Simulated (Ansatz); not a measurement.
BN at 50 GPa: from Born charge to LO–TO splitting and polaron coupling

Level of theory: Ansatz, DFT LDA, scalar-relativistic, plane waves, PAW. Plane waves to 420 eV; Γ-centred k mesh 14×14×14; fixed occupations. No spin polarisation. Phonons by linear response, acoustic sum rule imposed.

The cell, relaxed at 50 GPa:
```cif
data_structure
_symmetry_space_group_name_H-M 'F-43m'
_symmetry_Int_Tables_number 216
_cell_length_a 3.4595
_cell_length_b 3.4595
_cell_length_c 3.4595
_cell_angle_alpha 90.000
_cell_angle_beta 90.000
_cell_angle_gamma 90.000
_cell_volume 41.40
loop_
_atom_site_label
_atom_site_type_symbol
_atom_site_symmetry_multiplicity
_atom_site_Wyckoff_symbol
_atom_site_fract_x
_atom_site_fract_y
_atom_site_fract_z
_atom_site_occupancy
B1 B 4 b 0.00000 0.00000 0.50000 1
N1 N 4 c 0.25000 0.75000 0.75000 1
```

Other phases may be more stable at this pressure.

Linear response gives ν_TO = 1210.2 cm⁻¹, Born charges ±1.829 e (positive on B) and ε∞ = 4.487. The primitive cell holds 10.351 Å³, and the masses are 10.810 and 14.007 amu.

Problem. Find ν_LO and the static dielectric constant.

Solution. The long-wave field adds a restoring force: ω_LO² − ω_TO² = Z*²e²/(ε_vac ε∞ μV). In these units ν_LO² − ν_TO² = 4.92064×10⁷ Z*²/(μ V ε∞) cm⁻², with μ = m₁m₂/(m₁ + m₂) = 6.101 amu: 580658 cm⁻². So ν_LO = √(1210.2² + 580658) = 1430.1 cm⁻¹, and the run gives 1430.2. Lyddane–Sachs–Teller then gives ε0 = ε∞ (ν_LO/ν_TO)² = 6.27, against 6.27 in the run (it forms both from the same three quantities, so the match checks the arithmetic only). Between ν_TO and ν_LO the dielectric function is negative and an undamped crystal reflects fully: a reststrahlen band from 7.0 to 8.3 μm.

Problem. What do the Clausius–Mossotti polarisability and the Szigeti charge come to?

Solution. With the Lorentz local field, α = (3V/4π)(ε∞ − 1)/(ε∞ + 2) = 1.33 Å³ for the pair, and e_S = 3Z*/(ε∞ + 2) = 0.85 e. The Born charge includes the electrons' response to the dipole's own local field, and e_S takes that enhancement out. The Lorentz field assumes point-like polarisable ions, a poor picture once ε∞ is this large, since the electron clouds then overlap or are shared, so both numbers are formal here.

Problem. How strongly does a slow electron couple to the LO mode?

Solution. For one isotropic parabolic band, Fröhlich's constant is α_F = (1/ε∞ − 1/ε0) √(m* Ry/ħω_LO), with Ry = 13.606 eV, ħω_LO = 177.3 meV and m* in free-electron masses: α_F = 0.0633 × 8.76 × √m* = 0.55 √m*. The band mass isn't part of this run; for m* = 0.1, 0.3 and 1 it gives 0.18, 0.30, 0.55. In weak coupling the polaron lies α_F ħω_LO below the band edge (54 meV at m* = 0.3) with a mass m*(1 + α_F/6); past α_F of about 5 or 6 that expansion fails. A semilocal functional's ε∞ tends to be too large, which taken alone lowers α_F.

Cost: 1 run of about 1.6 core-minutes, on Arm Neoverse V1 (shared hosts).

Zinc-blende BN combines a clearly polar bond with a very stiff covalent framework. The Born charge of 1.829 e lies well below the formal ionic charge, as expected for sp³ bonds polarised towards the more electronegative nitrogen. It measures how polarisation responds to displacement, not how much charge sits on each atom.

The large LO–TO splitting therefore doesn't imply strongly ionic bonding: the light atoms and small cell volume amplify the effect of a moderate dynamical charge. The low masses raise both frequencies but cancel from the static lattice polarisability, which is set by the Born charge, the volume and the force constant. Stiff bonds thus keep the rise from ε∞ = 4.487 to ε0 = 6.27 modest.

This limited ionic screening, together with the high LO phonon energy, keeps the Fröhlich coupling weak to moderate for all the trial masses. That argues against self-trapping by the long-range polar interaction alone, but leaves open the short-range deformation-potential coupling, which can matter in so covalent a crystal.
